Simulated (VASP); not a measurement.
# SnSe2 (P-3m1) in VASP: notebook

The runs below take SnSe2 through band structure, with LDA, HSE06.

All numbers are computed with VASP 6.6.1; they aren't measurements. Logs are shortened: lines on timing, memory, paths and dates and some standing lists are left out, and cuts for length are marked.

## (1) Starting point

The structure is trigonal, space group P-3m1 (No. 164). Conventional cell: a = 3.841 Å, b = 3.841 Å, c = 6.007 Å, α = 90.00°, β = 90.00°, γ = 120.00°. Around Sn (site symmetry -3m) lie 6 Se at 2.73 Å. Se (site symmetry 3m) has 3 Sn at 2.73 Å as nearest neighbours.

## (2) Band structure, LDA

INCAR reads:

```
PREC = Accurate
ENCUT = 520
EDIFF = 1E-7
ISMEAR = 0
SIGMA = 0.03
LREAL = False
LASPH = True
NELM = 80
ALGO = Normal
ISIF = 2
LWAVE = False
LCHARG = False
GGA = CA
NBANDS = 20
```

KPOINTS reads:

```
regular mesh
0
Gamma
  9 9 5
```

POSCAR reads:

```
SnSe2                                   
1.0
    3.8408445548      0.0000000000      0.0000000000
   -1.9204222774      3.3262689525      0.0000000000
    0.0000000000      0.0000000000      6.0073285921
  Sn              Se            
     1     2
Direct
     1.0000000000000000    0.0000000000000000    0.0000000000000000
     0.3333333300000021    0.6666666699999979    0.2655066006943324
     0.6666666699999979    0.3333333300000021    0.7344933993056676
```

KPOINTS_OPT reads:

```
explicit points
186
Reciprocal
 0.0000000000  0.0000000000  0.0000000000 1
 0.0263157895  0.0000000000  0.0000000000 1
 0.0526315789  0.0000000000  0.0000000000 1
 0.0789473684  0.0000000000  0.0000000000 1
 0.1052631579  0.0000000000  0.0000000000 1
 0.1315789474  0.0000000000  0.0000000000 1
[... 178 lines left out ...]
 0.5000000000  0.0000000000  0.5000000000 1
 0.5000000000  0.0000000000  0.0000000000 1
```

Potentials or basis: VASP PAW LDA potentials, release 64 (Sn_d, Se).

On the command line:

```console
cat potpaw_LDA.64/Sn_d/POTCAR potpaw_LDA.64/Se/POTCAR > POTCAR
mpirun -np 1 vasp_std > vasp.out
```

OUTCAR:

```text
PREC = Accurate
   ENCUT = 520
   EDIFF = 1E-7
   ISMEAR = 0
   LREAL = False
   LASPH = True
   NELM = 80
   ISIF = 2
   GGA = CA

 ion  position               nearest neighbor table
   1  0.000  0.000  0.000-   2 2.73   3 2.73   2 2.73   3 2.73   3 2.73   2 2.73
   2  0.333  0.667  0.266-   1 2.73   1 2.73   1 2.73
   3  0.667  0.333  0.734-   1 2.73   1 2.73   1 2.73

  LATTYP: Found a hexagonal cell.
 ALAT       =     3.8408445548
 C/A-ratio  =     1.5640644932

  Lattice vectors:

 A1 = (   3.8408445548,   0.0000000000,   0.0000000000)
 A2 = (  -1.9204222774,   3.3262689525,   0.0000000000)
 A3 = (   0.0000000000,   0.0000000000,   6.0073285921)

Analysis of symmetry for initial positions (statically):
=====================================================================
 Subroutine PRICEL returns:
 Original cell was already a primitive cell.

 Routine SETGRP: Setting up the symmetry group for a
 hexagonal supercell.

 Subroutine GETGRP returns: Found 12 space group operations
 (whereof 12 operations were pure point group operations)
 out of a pool of 24 trial point group operations.

The static configuration has the point symmetry D_3d.

Analysis of symmetry for dynamics (positions and initial velocities):
=====================================================================
 Subroutine PRICEL returns:
 Original cell was already a primitive cell.

 Routine SETGRP: Setting up the symmetry group for a
 hexagonal supercell.

 Subroutine GETGRP returns: Found 12 space group operations
 (whereof 12 operations were pure point group operations)
 out of a pool of 24 trial point group operations.

The dynamic configuration has the point symmetry D_3d.

 Subroutine INISYM returns: Found 12 space group operations
 (whereof 12 operations are pure point group operations),
 and found     1 'primitive' translations

----------------------------------------------------------------------------------------

                                     Primitive cell

  volume of cell :      76.7477

  direct lattice vectors                    reciprocal lattice vectors
     3.840844555  0.000000000  0.000000000     0.260359404  0.150318572  0.000000000
    -1.920422277  3.326268952  0.000000000     0.000000000  0.300637145  0.000000000
     0.000000000  0.000000000  6.007328592     0.000000000  0.000000000  0.166463343

  length of vectors
     3.840844555  3.840844551  6.007328592     0.300637144  0.300637145  0.166463343

  position of ions in fractional coordinates (direct lattice)
     0.000000000  0.000000000  0.000000000
     0.333333330  0.666666670  0.265506601
     0.666666670  0.333333330  0.734493399

  ion indices of the primitive-cell ions
   primitive index   ion index
                 1           1
                 2           2
                 3           3

----------------------------------------------------------------------------------------

 KPOINTS: regular mesh

Automatic generation of k-mesh.
 Grid dimensions read from file:
 generate k-points for:    9    9    5

 Generating k-lattice:

  Cartesian coordinates                     Fractional coordinates (reciprocal lattice)
     0.028928823  0.016702064  0.000000000     0.111111111  0.000000000  0.000000000
     0.000000000  0.033404127  0.000000000     0.000000000  0.111111111  0.000000000
     0.000000000  0.000000000  0.033292669     0.000000000  0.000000000  0.200000000

  Length of vectors
     0.033404127  0.033404127  0.033292669

  Shift w.r.t. Gamma in fractional coordinates (k-lattice)
     0.000000000  0.000000000  0.000000000

 Subroutine IBZKPT returns following result:
 ===========================================

 Found     50 irreducible k-points:

 Following reciprocal coordinates:
            Coordinates               Weight
  0.000000  0.000000  0.000000      1.000000
  0.111111 -0.000000  0.000000      6.000000
  0.222222 -0.000000  0.000000      6.000000
  0.333333 -0.000000  0.000000      6.000000
  0.444444 -0.000000  0.000000      6.000000
  0.111111  0.111111  0.000000      6.000000
[... 16 lines left out ...]
  0.222222  0.111111  0.200000     12.000000
 -0.111111  0.333333  0.200000     12.000000
 [... further k-points ...]
   k-points           NKPTS =     50   k-points in BZ     NKDIM =     50   number of bands    NBANDS=     20
   number of dos      NEDOS =    301   number of ions     NIONS =      3
   total plane-waves  NPLWV =  43200
   dimension x,y,z NGX =    30 NGY =   30 NGZ =   48
   dimension x,y,z NGXF=    60 NGYF=   60 NGZF=   96
   ions per type =               1   2
   NGX,Y,Z   is equivalent  to a cutoff of  12.99, 12.99, 13.28 a.u.
   NGXF,Y,Z  is equivalent  to a cutoff of  25.97, 25.97, 26.57 a.u.
 SYSTEM =  unknown system
   PREC   = accura    normal or accurate (medium, high low for compatibility)
   ISTART =      0    job   : 0-new  1-cont  2-samecut
   ICHARG =      2    charge: 1-file 2-atom 10-const
   ISPIN  =      1    spin polarized calculation?
   LNONCOLLINEAR =      F non collinear calculations
   LSORBIT =      F    spin-orbit coupling
   LASPH  =      T    aspherical Exc in radial PAW
   ENCUT  =  520.0 eV  38.22 Ry    6.18 a.u.   7.14  7.14 11.17*2*pi/ulx,y,z
   NELM   =     80;   NELMIN=  2; NELMDL= -5     # of ELM steps
   EDIFF  = 0.1E-06   stopping-criterion for ELM
   LREAL  =      F    real-space projection
   EDIFFG = 0.1E-05   stopping-criterion for IOM
   NSW    =      0    number of steps for IOM
   IBRION =     -1    ionic relax: 0-MD 1-quasi-New 2-CG
   NFREE  =      0    steps in history (QN), initial steepest desc. (CG)
   ISIF   =      2    stress and relaxation
   ISYM   =      2    0-nonsym 1-usesym 2-fastsym
   POTIM  = 0.5000    time-step for ionic-motion
   TEBEG  =    0.0;   TEEND  =   0.0 temperature during run
   PSTRESS=    0.0 pullay stress
   NELECT =      26.0000    total number of electrons
   NUPDOWN=      -1.0000    fix difference up-down
   EMIN   =  10.00;   EMAX   =-10.00  energy-range for DOS
   EFERMI =   0.00;   METHOD = LEGACY
   ISMEAR =     0;   SIGMA  =   0.03  broadening in eV -4-tet -1-fermi 0-gaus
   EFERMI_NEDOS =   21; number of points for ismear=-14 and -15
   IALGO  =     38    algorithm
   IMIX   =      4    mixing-type and parameters
     AMIX     =   0.40;   BMIX     =  1.00
     AMIX_MAG =   1.60;   BMIX_MAG =  1.00
  volume/ion in A,a.u.               =      25.58       172.64
  Fermi-wavevector in a.u.,A,eV,Ry     =   1.141241  2.156633 17.720657  1.302432
  Thomas-Fermi vector in A             =   2.277942
   LORBIT       =      0    0 simple, 1 ext, 2 COOP (PROOUT), +10 PAW based schemes
   GGA     = CA    functional components
   LHFCALC =     F    Hartree Fock is set to
   AEXX    =    0.0000 exact exchange contribution
   IVDW    =     0    specifies the selected vdW correction
   LEPSILON=     F    determine dielectric tensor
   LRPA    =     F    only Hartree local field effects (RPA)
 non-spin polarized calculation
 Gauss-broadening in eV      SIGMA  =   0.03
  energy-cutoff  :      520.00
  volume of cell :       76.75
 maximum number of plane-waves:      2091
 NGX is ok and might be reduce to    30
   NGX = 15   NGY = 15   NGZ = 23

 number of electron      26.0000000 magnetization

 Free energy of the ion-electron system (eV)
  ---------------------------------------------------
  ext. energy  EPLUGINS =         0.00000000
  ---------------------------------------------------
  free energy    TOTEN  =       -13.77610060 eV

  energy without entropy =      -13.77610060  energy(sigma->0) =      -13.77610060

 E-fermi :   4.5204     XC(G=0):  -9.8763

 val. band max:        4.3366403935   @ k =   0.1111  -0.0000   0.0000
 cond. band min:       4.6556246680   @ k =   0.0000   0.4444   0.4000
 fundamental gap:      0.3189842745
 Fermi energy:         4.5203615087

 k-point     1 :       0.0000    0.0000    0.0000
  band No.  band energies     occupation
      1     -16.9610      2.00000
      2     -16.9610      2.00000
      3     -16.9236      2.00000
      4     -16.9126      2.00000
      5     -16.9126      2.00000
      6      -9.6230      2.00000
[... 12 lines left out ...]
     19      13.2230      0.00000
     20      13.2231      0.00000

 k-point     2 :       0.1111   -0.0000    0.0000
  band No.  band energies     occupation
      1     -16.9658      2.00000
      2     -16.9568      2.00000
      3     -16.9206      2.00000
      4     -16.9153      2.00000
      5     -16.9122      2.00000
      6      -9.5055      2.00000
[... 12 lines left out ...]
     19      12.4237      0.00000
     20      13.2884      0.00000

 k-point     3 :       0.2222   -0.0000    0.0000
  band No.  band energies     occupation
      1     -16.9795      2.00000
      2     -16.9479      2.00000
      3     -16.9233      2.00000
      4     -16.9101      2.00000
      5     -16.9090      2.00000
      6      -9.1676      2.00000
[... 12 lines left out ...]
     19      12.1152      0.00000
     20      13.5873      0.00000

 k-point     4 :       0.3333   -0.0000    0.0000
  band No.  band energies     occupation
      1     -16.9966      2.00000
      2     -16.9419      2.00000
      3     -16.9300      2.00000
      4     -16.9013      2.00000
      5     -16.8991      2.00000
      6      -8.6684      2.00000
[... 12 lines left out ...]
     19      13.0189      0.00000
     20      14.2626      0.00000

 k-point     5 :       0.4444   -0.0000    0.0000
  band No.  band energies     occupation
      1     -17.0082      2.00000
      2     -16.9403      2.00000
      3     -16.9340      2.00000
      4     -16.8939      2.00000
      5     -16.8918      2.00000
      6      -8.1740      2.00000
[... 12 lines left out ...]
     19      14.0340      0.00000
     20      15.0835      0.00000
[... 353 lines left out ...]
      6      -8.1273      2.00000
[... 12 lines left out ...]
     19      13.2194      0.00000
     20      14.9440      0.00000

 k-point    22 :       0.1111    0.1111    0.2000
  band No.  band energies     occupation
      1     -16.9736      2.00000
      2     -16.9520      2.00000
      3     -16.9195      2.00000
      4     -16.9162      2.00000
      5     -16.9088      2.00000
      6      -9.1989      2.00000
[... 12 lines left out ...]
     19      12.1956      0.00000
     20      12.7447      0.00000

 k-point    23 :       0.2222    0.1111    0.2000
  band No.  band energies     occupation
      1     -16.9867      2.00000
      2     -16.9475      2.00000
      3     -16.9249      2.00000
      4     -16.9108      2.00000
      5     -16.8993      2.00000
      6      -8.7829      2.00000
[... 12 lines left out ...]
     19      12.1480      0.00000
     20      13.5909      0.00000

 k-point    24 :      -0.1111    0.3333    0.2000
  band No.  band energies     occupation
      1     -16.9867      2.00000
      2     -16.9475      2.00000
      3     -16.9250      2.00000
      4     -16.9108      2.00000
      5     -16.8993      2.00000
      6      -8.7829      2.00000
[... 12 lines left out ...]
     19      11.4448      0.00000
     20      13.4065      0.00000

 [... further k-points ...]
[... 5 lines left out ...]
  --------------------------------------------------------------------------------------
  -------------------------------------------------------------------------------------
  Total       -1.0390774     -1.0390774     -1.1120863      0.0000000      0.0000000      0.0000000
  in kB      -21.6916698    -21.6916697    -23.2157960      0.0000000      0.0000000      0.0000000
  external PRESSURE =     -22.1997118 kB  Pullay stress =       0.0000000 kB

 VOLUME and BASIS-vectors are now :
 -----------------------------------------------------------------------------
  energy-cutoff  :      520.00
  volume of cell :       76.75
      direct lattice vectors                 reciprocal lattice vectors
     3.840844555  0.000000000  0.000000000     0.260359404  0.150318572  0.000000000
    -1.920422277  3.326268952  0.000000000     0.000000000  0.300637145  0.000000000
     0.000000000  0.000000000  6.007328592     0.000000000  0.000000000  0.166463343

 POSITION                                       TOTAL-FORCE (eV/Angst)
 -----------------------------------------------------------------------------------
      0.00000      0.00000      0.00000         0.000000      0.000000      0.000000
     -0.00000      2.21751      1.59499        -0.000000      0.000000     -0.226813
      1.92042      1.10876      4.41234        -0.000000     -0.000000      0.226813
 -----------------------------------------------------------------------------------
    total drift:                                0.000000      0.000000     -0.000000

  FREE ENERGIE OF THE ION-ELECTRON SYSTEM (eV)
  ---------------------------------------------------
  free  energy   TOTEN  =       -13.7761006049 eV

  energy  without entropy=      -13.7761006049  energy(sigma->0) =      -13.77610060
```

It took 2.5 min on 1 thread of Intel Xeon Platinum 8488C (Sapphire Rapids), shared host; peak memory 0.25 GiB.

What came out:

* Free energy: -13.7761 eV
* Pressure: -2.2 GPa
* Largest force: 0.227 eV/Å
* Band gap on the k mesh: 0.32 eV, indirect (least direct gap 0.63 eV)
* Band gap along the path: 0.29 eV, indirect (least direct gap 0.63 eV)

Forces on the atoms (eV/Å):
```
Sn   0.000  0.000  0.000
Se   0.000  0.000 -0.227
Se   0.000  0.000  0.227
```

Stress tensor (GPa, compression positive):
```
-2.17  0.00  0.00
 0.00 -2.17  0.00
 0.00  0.00 -2.32
```

Levels at the corners of the path, in eV from the valence-band top:
```csv
point,band 9,band 10,band 11,band 12,band 13,band 14,band 15,band 16,band 17,band 18
Γ,-0.76,-0.76,-0.58,-0.58,-0.15,0.48,2.74,4.34,4.34,7.99
M,-4.42,-3.31,-2.72,-1.77,-0.40,1.00,3.31,4.74,4.85,6.68
M,-4.42,-3.31,-2.72,-1.77,-0.40,1.00,3.31,4.74,4.85,6.68
K,-3.64,-3.64,-3.35,-2.03,-2.03,0.59,6.07,6.07,6.70,7.17
K,-3.64,-3.64,-3.35,-2.03,-2.03,0.59,6.07,6.07,6.70,7.17
Γ,-0.76,-0.76,-0.58,-0.58,-0.15,0.48,2.74,4.34,4.34,7.99
Γ,-0.76,-0.76,-0.58,-0.58,-0.15,0.48,2.74,4.34,4.34,7.99
A,-2.53,-0.93,-0.93,-0.31,-0.31,2.25,2.57,3.95,3.95,7.19
A,-2.53,-0.93,-0.93,-0.31,-0.31,2.25,2.57,3.95,3.95,7.19
L,-5.10,-2.43,-2.11,-1.17,-1.03,0.48,3.71,4.37,5.64,5.82
L,-5.10,-2.43,-2.11,-1.17,-1.03,0.48,3.71,4.37,5.64,5.82
H,-4.39,-4.39,-3.93,-0.44,-0.44,2.08,4.00,4.00,5.48,7.88
H,-4.39,-4.39,-3.93,-0.44,-0.44,2.08,4.00,4.00,5.48,7.88
A,-2.53,-0.93,-0.93,-0.31,-0.31,2.25,2.57,3.95,3.95,7.19
L,-5.10,-2.43,-2.11,-1.17,-1.03,0.48,3.71,4.37,5.64,5.82
M,-4.42,-3.31,-2.72,-1.77,-0.40,1.00,3.31,4.74,4.85,6.68
K,-3.64,-3.64,-3.35,-2.03,-2.03,0.59,6.07,6.07,6.70,7.17
H,-4.39,-4.39,-3.93,-0.44,-0.44,2.08,4.00,4.00,5.48,7.88
```

Caveat: spin-orbit coupling is left out, which moves the levels of the heavy elements.

## (3) Band structure, HSE06, spin-orbit coupling, no magnetisation

POSCAR reads:

```
SnSe2                                   
1.0
    3.8408445569     -0.0000000000      0.0000000000
   -1.9204222785      3.3262689544     -0.0000000000
   -0.0000000000      0.0000000000      6.0073285722
  Sn              Se            
     1     2
Direct
     0.0000000000000000    0.0000000000000000    0.0000000000000000
     0.3333333300000021    0.6666666699999979    0.2655066016043490
     0.6666666699999979    0.3333333300000021    0.7344933983956510
```

INCAR.step1 reads:

```
ALGO = Normal ; EDIFF = 1E-5
ENCUT = 520 ; GGA = PE
GGA_COMPAT = F ; ISIF = 2
ISMEAR = 0 ; KPAR = 4
LASPH = T ; LCHARG = F
LORBIT = 11 ; LREAL = F
LSORBIT = T ; LWAVE = T
MAGMOM = 0 0 0 0 0 0 0 0 0 ; NBANDS = 41
NELM = 80 ; PREC = Accurate
SIGMA = 0.03
```

INCAR.step2 reads:

```
ALGO = Normal ; EDIFF = 1E-6
ENCUT = 520 ; GGA = PE
GGA_COMPAT = F ; HFSCREEN = 0.2
ISIF = 2 ; ISMEAR = 0
ISTART = 1 ; KPAR = 4
LASPH = T ; LCHARG = F
LHFCALC = T ; LORBIT = 11
LREAL = F ; LSORBIT = T
LWAVE = F ; MAGMOM = 0 0 0 0 0 0 0 0 0
NBANDS = 41 ; NELM = 80
PREC = Accurate ; PRECFOCK = Fast
SIGMA = 0.03
```

KPOINTS reads:

```
k-points
0
Gamma
  6 6 3
```

KPOINTS_OPT reads:

```
explicit points
6
Reciprocal
 0.0000000000  0.0000000000  0.0000000000 1
 0.0000000000  0.0000000000  0.5000000000 1
 0.3333333333  0.3333333333  0.5000000000 1
 0.3333333333  0.3333333333  0.0000000000 1
 0.5000000000  0.0000000000  0.5000000000 1
 0.5000000000  0.0000000000  0.0000000000 1
```

Potentials or basis: VASP PAW PBE potentials, release 64 (Sn_d, Se).

On the command line:

```console
cat potpaw_PBE.64/Sn_d/POTCAR potpaw_PBE.64/Se/POTCAR > POTCAR
cp INCAR.step1 INCAR
mpirun -np 4 vasp_ncl > vasp.out
cp INCAR.step2 INCAR
mpirun -np 4 vasp_ncl > vasp.out
```

Wall time 36 min (4 MPI ranks of Intel Xeon 6975P-C (Granite Rapids), shared host); peak memory 0.62 GiB.

The run converged. Its results:

| Quantity | Value |
| --- | --- |
| Free energy | -14.6127 eV |
| Pressure | -0.7 GPa |
| Largest force | 0.572 eV/Å |
| Valence electrons inside the program's atomic spheres | Sn 12.15; Se 3.87 |

Forces in eV/Å, atoms in the order of the input:
```
Sn   0.000  0.000  0.000
Se   0.000  0.000 -0.572
Se   0.000  0.000  0.572
```

Caveat: the PAW data sets were made with another functional, which shifts forces and pressure a little.
